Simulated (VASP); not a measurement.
# ZnS (Sphalerite) with optB86b-vdW: from relaxation to properties, part 2 of 2

Aim: relax ZnS (Sphalerite) with optB86b-vdW, compute its properties on that cell and hold them against experiment. The start is a cell from a database of measured crystal structures.

VASP 6.6.1, plane waves and PAW; the level of theory is named at each step.

So far, gap on the k-mesh (eV): step 2 (relaxing cell and atoms (optB86b-vdW)) 2.05; step 3 (single point with fields (optB86b-vdW)) 2.05; step 5 (total and projected DOS (optB86b-vdW)) 2.06; step 6 (independent-particle dielectric function (optB86b-vdW)) 2.06; step 7 (a semilocal run for the hybrid's start, PBEsol) 1.98.

### Step 8. Band structure (HSE06)

This step: HSE06; plane waves and PAW (Zn, S) (VASP 6.6.1).

HSE06 mixes in a quarter of exact exchange at short range, at far higher cost; in semiconductors this cures much of the gap error, while metals seldom gain.

Contents of INCAR:

```
SYSTEM = ZnS
PREC = Accurate
ENCUT = 400
EDIFF = 1E-06
NELM = 100
ISMEAR = 0
SIGMA = 0.05
LREAL = .FALSE.
ALGO = Normal
LHFCALC = .TRUE.
AEXX = 0.25
GGA = PE
HFSCREEN = 0.2
LASPH = .TRUE.
NBANDS = 15
PRECFOCK = Fast
LORBIT = 11
LWAVE = .FALSE.
LCHARG = .FALSE.
KPAR = 2
```

Contents of POSCAR:

```
ZnS
1.0
    0.0000000000      2.7002998892      2.7002998892
    2.7002998892      0.0000000000      2.7002998892
    2.7002998892      2.7002998892      0.0000000000
Zn S
1 1
Direct
    0.0000000000      0.0000000000      0.0000000000
    0.2500000000      0.2500000000      0.2500000000
```

Contents of KPOINTS:

```
Automatic mesh
0
Gamma
5 5 5
0 0 0
```

Contents of KPOINTS_OPT:

```
Line mode
6
Line-mode
Reciprocal
  0.00000000   0.00000000   0.00000000 GAMMA
  0.50000000   0.00000000   0.50000000 X

  0.50000000   0.00000000   0.50000000 X
  0.50000000   0.25000000   0.75000000 W

  0.50000000   0.25000000   0.75000000 W
  0.37500000   0.37500000   0.75000000 K

  0.37500000   0.37500000   0.75000000 K
  0.00000000   0.00000000   0.00000000 GAMMA

  0.00000000   0.00000000   0.00000000 GAMMA
  0.50000000   0.50000000   0.50000000 L

  0.50000000   0.50000000   0.50000000 L
  0.62500000   0.25000000   0.62500000 U

  0.62500000   0.25000000   0.62500000 U
  0.50000000   0.25000000   0.75000000 W

  0.50000000   0.25000000   0.75000000 W
  0.50000000   0.50000000   0.50000000 L

  0.50000000   0.50000000   0.50000000 L
  0.37500000   0.37500000   0.75000000 K

  0.62500000   0.25000000   0.62500000 U
  0.50000000   0.00000000   0.50000000 X
```

PAW data sets: Zn and S (PBE family, release 64).

The run starts from files that an earlier step left in the folder.

The run is started by

```bash
> mpirun -np 2 vasp_std
```

It took 7.1 min on 2 MPI ranks of AMD EPYC 9R45, shared host; peak memory 0.47 GiB.

The k-mesh is coarse for exact exchange; levels may shift by about 0.1 eV on a finer one.

This step gave:

| Quantity | Value |
| --- | --- |
| SCF cycles | 9 |
| free energy (TOTEN) | -8.382 eV |
| Fermi energy | 1.64 eV |
| least gap on mesh and path | 3.357 eV |
| least direct gap on mesh and path | 3.357 eV |

Electronic bands along the path, in eV, zero at the valence-band top; v1 is the highest filled band, c1 the lowest empty one:

```
          point     v4     v3     v2     v1    c1    c2     c3     c4
              Γ  -7.41   0.00   0.00   0.00  3.36  7.70   7.70   7.70
0.40 of the way  -7.39  -2.09  -0.95  -0.95  5.46  6.21   9.27   9.27
              X  -7.13  -5.00  -2.36  -2.36  4.39  5.28  12.59  13.74
0.40 of the way  -7.07  -4.95  -2.58  -2.55  5.00  5.85  11.59  12.04
              W  -6.97  -4.84  -2.99  -2.87  6.80  7.57   9.26   9.44
0.60 of the way  -7.00  -4.89  -3.28  -2.19  5.72  7.34  10.13  10.63
              K  -7.01  -4.91  -3.35  -1.92  5.24  7.31  10.79  11.31
0.40 of the way  -7.35  -3.97  -2.35  -0.77  6.16  8.00   8.20   9.05
              Γ  -7.41   0.00   0.00   0.00  3.36  7.70   7.70   7.70
0.40 of the way  -7.41  -2.29  -0.35  -0.35  4.65  7.84   8.24   8.24
              L  -7.17  -5.62  -0.92  -0.92  4.57  8.20   8.20  10.24
0.40 of the way  -7.13  -5.40  -1.89  -1.19  5.50  7.50   8.91  10.26
              U  -7.01  -4.91  -3.35  -1.92  5.24  7.31  10.79  11.31
0.40 of the way  -7.00  -4.89  -3.28  -2.19  5.72  7.34  10.13  10.63
              W  -6.97  -4.84  -2.99  -2.87  6.80  7.57   9.26   9.44
0.40 of the way  -7.06  -5.05  -2.84  -1.81  6.52  7.08   9.15  10.76
              L  -7.17  -5.62  -0.92  -0.92  4.57  8.20   8.20  10.24
0.40 of the way  -7.13  -5.40  -1.89  -1.19  5.50  7.50   8.91  10.26
              K  -7.01  -4.91  -3.35  -1.92  5.24  7.31  10.79  11.31
      jump to U  -7.01  -4.91  -3.35  -1.92  5.24  7.31  10.79  11.31
0.40 of the way  -7.07  -4.95  -2.90  -2.19  4.84  6.08  11.64  12.41
              X  -7.13  -5.00  -2.36  -2.36  4.39  5.28  12.59  13.74
```

Of the projections kept (Zn, S), the largest for each band there; the rest of the weight can lie on other orbitals:

```
point       v4       v3      v2      v1       c1       c2       c3       c4
    Γ  Zn 1.00   S 0.78  S 0.78  S 0.78  Zn 0.50  Zn 0.98  Zn 0.98  Zn 0.98
    X  Zn 0.96  Zn 0.59  S 0.74  S 0.74  Zn 0.78  Zn 0.83   S 0.77  Zn 0.59
    W  Zn 0.96  Zn 0.51  S 0.66  S 0.73   S 0.59  Zn 0.56  Zn 0.76  Zn 0.75
    K  Zn 0.96  Zn 0.52  S 0.68  S 0.74  Zn 0.79  Zn 0.52   S 0.61  Zn 0.64
    Γ  Zn 1.00   S 0.78  S 0.78  S 0.78  Zn 0.50  Zn 0.98  Zn 0.98  Zn 0.98
    L  Zn 0.98   S 0.57  S 0.75  S 0.75  Zn 0.71  Zn 0.92  Zn 0.92   S 0.78
```

The gap moves by +1.30 eV against optB86b-vdW, which ran on another mesh.

### Step 9. Band structure (TB-mBJ)

This step: TB-mBJ; plane waves and PAW (Zn, S) (VASP 6.6.1).

Levels along the symmetry lines show where the bands peak and cross; KPOINTS_OPT computes them in the converged potential. TB-mBJ is a local potential fitted to gaps: it costs far less than a hybrid but gives no energy.

Contents of INCAR:

```
SYSTEM = ZnS
PREC = Accurate
ENCUT = 400
EDIFF = 1E-06
NELM = 150
ISMEAR = 0
SIGMA = 0.05
LREAL = .FALSE.
ALGO = Normal
METAGGA = MBJ
LASPH = .TRUE.
NBANDS = 21
LORBIT = 11
LWAVE = .FALSE.
LCHARG = .FALSE.
KPAR = 2
```

POSCAR is that of step 8.

Contents of KPOINTS:

```
Automatic mesh
0
Gamma
7 7 7
0 0 0
```

KPOINTS_OPT, as its differences from that of step 8:

```diff
@@ -1,3 +1,3 @@
 Line mode
-6
+16
 Line-mode
```

The run is started by

```bash
> mpirun -np 2 vasp_std
```

Elapsed: 45 s, on 2 MPI ranks; peak memory 0.29 GiB; 89 s of CPU time.

This functional is a potential without an energy, so its energies, forces and stress mean nothing and are not read.

This step gave:

- SCF cycles: 45
- bands: 21
- irreducible k-points: 20
- Fermi energy: 2.619 eV
- least gap on mesh and path: 3.704 eV
- least direct gap on mesh and path: 3.704 eV

Electronic bands along the path, in eV, zero at the valence-band top; v1 is the highest filled band, c1 the lowest empty one:

```
          point     v4     v3     v2     v1    c1    c2     c3     c4
              Γ  -5.24   0.00   0.00   0.00  3.70  7.57   7.57   7.57
0.47 of the way  -5.21  -1.97  -0.99  -0.99  5.69  5.94   9.42   9.43
              X  -5.07  -4.00  -2.02  -2.02  4.56  5.29  12.21  13.49
0.47 of the way  -5.01  -4.02  -2.21  -2.21  5.25  5.95  10.90  11.26
              W  -4.92  -4.04  -2.43  -2.43  6.62  7.27   9.09   9.14
0.53 of the way  -4.95  -4.06  -2.69  -1.91  5.84  7.10   9.63  10.14
              K  -4.97  -4.08  -2.77  -1.63  5.31  7.06  10.35  10.83
0.47 of the way  -5.22  -2.85  -1.62  -0.51  5.96  7.63   8.04   8.57
              Γ  -5.24   0.00   0.00   0.00  3.70  7.57   7.57   7.57
0.47 of the way  -5.24  -2.21  -0.37  -0.37  4.90  7.90   8.12   8.12
              L  -5.09  -4.78  -0.78  -0.78  4.73  7.95   7.95  10.13
0.47 of the way  -5.06  -4.49  -1.75  -1.08  5.66  7.30   8.82   9.83
              U  -4.97  -4.08  -2.77  -1.63  5.31  7.06  10.35  10.83
0.47 of the way  -4.95  -4.06  -2.69  -1.91  5.84  7.10   9.63  10.14
              W  -4.92  -4.04  -2.43  -2.43  6.62  7.27   9.09   9.14
0.53 of the way  -5.05  -4.41  -1.93  -1.23  6.01  7.04   8.92   9.92
              L  -5.09  -4.78  -0.78  -0.78  4.73  7.95   7.95  10.13
0.47 of the way  -5.06  -4.49  -1.75  -1.08  5.66  7.30   8.82   9.83
              K  -4.97  -4.08  -2.77  -1.63  5.31  7.06  10.35  10.83
      jump to U  -4.97  -4.08  -2.77  -1.63  5.31  7.06  10.35  10.83
0.47 of the way  -5.02  -4.02  -2.37  -1.90  4.89  5.84  11.37  12.12
              X  -5.07  -4.00  -2.02  -2.02  4.56  5.29  12.21  13.49
```

Of the projections kept (Zn, S), the largest for each band there; the rest of the weight can lie on other orbitals:

```
point       v4       v3      v2      v1       c1       c2       c3       c4
    Γ  Zn 1.00   S 0.73  S 0.73  S 0.73  Zn 0.50  Zn 0.98  Zn 0.98  Zn 0.98
    X  Zn 0.97  Zn 0.67  S 0.72  S 0.72  Zn 0.79  Zn 0.84   S 0.74  Zn 0.61
    W  Zn 0.97  Zn 0.51  S 0.72  S 0.58   S 0.54  Zn 0.59  Zn 0.76  Zn 0.75
    K  Zn 0.97  Zn 0.52  S 0.61  S 0.71  Zn 0.80  Zn 0.55   S 0.58  Zn 0.65
    Γ  Zn 1.00   S 0.73  S 0.73  S 0.73  Zn 0.50  Zn 0.98  Zn 0.98  Zn 0.98
    L  Zn 0.98   S 0.63  S 0.72  S 0.72  Zn 0.71  Zn 0.93  Zn 0.93   S 0.77
```

The gap moves by +1.65 eV against optB86b-vdW.

### Step 10. Summary of results

```json
{"relaxed volume": "19.69 Å³/atom", "relaxed conventional cell a, b, c": "5.401, 5.401, 5.401 Å", "space group after relaxing, within 0.02 Å": "F-43m (No. 216)", "band gap": "2.05 eV, direct", "gap among the points of the DOS mesh alone, an upper bound": "2.06 eV", "strongest peak of ε2, mean over directions": "5.87 eV", "ε1 at zero frequency, no local fields, mean": "6.36", "band gap (HSE06)": "3.36 eV, direct", "band gap (TB-mBJ)": "3.70 eV, direct"}
```

In words: With optB86b-vdW, ZnS (Sphalerite) relaxes to 19.69 Å³/atom in space group F-43m (held by the symmetry of the run) and has a direct gap of 2.05 eV (3.36 eV with HSE06). Against the listed cell the volume lies -0.5 %. Bands along the symmetry lines (optB86b-vdW): On this path the gap is direct, 2.05 eV, with the valence top at Γ and the conduction bottom at Γ. Band structure (HSE06): On this path the gap is direct, 3.36 eV, with the valence top at Γ and the conduction bottom at Γ. Band structure (TB-mBJ): On this path the gap is direct, 3.70 eV, with the valence top at Γ and the conduction bottom at Γ. The other levels ran on the cell relaxed with optB86b-vdW, and without spin-orbit coupling unless named. Semilocal functionals usually underestimate gaps. No search among competing phases was made, and a listed structure need not be the one stable at ambient conditions. All values are for a static lattice at zero temperature.

Computed beside measured:

| quantity | measured | optB86b-vdW | HSE06 | TB-mBJ |
| --- | --- | --- | --- | --- |
| lattice constant a (Å) | 5.411 | 5.401 (-0.2 %) | - | - |
| band gap (direct gap) (eV) | 3.85 | 2.05 (-1.80 eV) | 3.36 (-0.49 eV) | 3.70 (-0.15 eV) |

Cost of the run behind each value, in core time: optB86b-vdW 78 s, HSE06 14 min, TB-mBJ 90 s.

Measured values from pmc:11595366 (2024) and arxiv:0911.5022 (2009).

**Verdict.** The lattice constant a is off by -0.2 %: good agreement. For the band gap, of the levels listed nearest comes TB-mBJ (-0.15 eV, good agreement) and farthest optB86b-vdW (-1.80 eV, a clear miss). Zero-point and thermal motion shift the measured gap. The grades are ours: good and fair within 0.7 and 1.5 % for the lattice constant a. For lattice constants the calculation has a static lattice, without zero-point motion or thermal expansion.

[Lines on the potential files, build, host, timing and source positions are cut from VASP's logs without a mark.]

[Logs are printed without paths, hosts, clocks, repeated set-up lines and the standing remarks that a program may print on its own settings, such as how far it seeks lower states.]

[Hosts, paths, dates, database ids (printed as entryN), source tags and the programs' standing remarks are cut or masked in the printed files.]

[A measured line is paired with the nearest computed mode of its activity, which favours agreement.]
